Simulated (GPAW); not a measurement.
## N: single point with PBE

N:

```
CELL_PARAMETERS angstrom
2.51947 0.00000 0.00000
-1.25974 2.18193 0.00000
0.00000 0.00000 2.44600
ATOMIC_POSITIONS crystal
N 0.33333 0.66667 0.75000
N 0.66667 0.33333 0.25000
```

The real solid is made of molecules; this cell is a model form.

```yaml
Program: GPAW 26.7.0
Task: single point
Functional: PBE
Potentials_or_basis: GPAW PAW data sets (gpaw-data 1.2.1)
Cutoff: 800 eV
Basis: pw
k_mesh: 12 × 12 × 11
Occupations: fermi-dirac, width 0.05 eV
Spin: no spin polarisation
```

The pressure is 8.0 GPa. The band gap on the k mesh is none (metal or under the smearing width).

Stress tensor (GPa, compression positive):
```
12.11  0.00  0.00
 0.00 12.11  0.00
 0.00  0.00 -0.09
```

Levels at points of the mesh, in eV from the Fermi level:
```csv
k point,band 1,band 2,band 3,band 4,band 5,band 6,band 7,band 8,band 9
"(0.00, 0.00, 0.00)",-22.06,-5.74,-4.80,-2.37,-2.37,2.81,2.81,6.14,14.60
"(0.50, 0.50, 0.00)",-17.45,-14.49,-5.00,-2.26,-1.51,1.71,2.71,5.08,13.67
```

Run time: 23 s on 1 thread of Intel(R) Xeon(R) Platinum 8375C CPU @ 2.90GHz (Ice Lake) (shared host), peak memory 0.17 GiB.
